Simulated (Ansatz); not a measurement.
# TaN: the cost of one run

Method: DFT PBE, scalar-relativistic, plane waves, PAW, in Ansatz 0.2.0.

5 further runs of the same task are left out: 5 set aside as unsound or not needed.

## Step 1: The starting structure

Symmetry: P-6m2, No. 187, hexagonal system. The conventional cell has a = 2.950 Å, b = 2.950 Å, c = 2.897 Å, α = 90.00°, β = 90.00°, γ = 120.00°. Around Ta (site symmetry -6m2) lie 6 N at 2.24 Å. N (site symmetry -6m2) is surrounded by 6 Ta at 2.24 Å.

Coordinates:

```
CELL_PARAMETERS angstrom
2.95047 0.00000 0.00000
-1.47524 2.55518 0.00000
0.00000 0.00000 2.89735
ATOMIC_POSITIONS crystal
Ta 0.33333 0.66667 0.50000
N 0.00000 0.00000 0.00000
```

This cell was relaxed beforehand with the same method: volume 10.92 Å³/atom, gap on the mesh none (metal).

## Step 2: The cell under 6 GPa

What is minimised here is the enthalpy; the energy can go up as the cell is squeezed.

Input file input.yaml:

```yaml
crystal:
  lattice:
    - [2.9504707847, 0.0, 0.0]
    - [-1.4752353923, 2.5551826527, 0.0]
    - [0.0, 0.0, 2.8973536941]
  atoms:
    - { symbol: Ta, position: [0.3333333333, 0.6666666667, 0.5] }
    - { symbol: "N", position: [0.0, 0.0, 0.0] }
basis:
  ecutwfc: 420
kpoints:
  mp_grid: { grid: [18, 18, 14] }
hamiltonian:
  xc: pbe
scf:
  occupations: { method: fermi_dirac, width: 0.15 }
output:
  forces: true
  stress: true
  eigenvalues: true
relax:
  adjacent_minimum: "off"
  f_tol: 0.001
  max_steps: 60
  cell: { stress_tol: 0.02, p_target: 6.0 }
```

Command:

```bash
ansatz run input.yaml --threads 1 --pin off --max-ram 3072MiB --backend cpu --events-out ev --progress --plain --runs-dir out
```

**Question.** How long does this run take on 1 thread of Intel Xeon at 2.50GHz (Skylake/Cascade Lake), shared host, and how much memory does it need?

About 2 min, with a peak of 0.43 GiB.
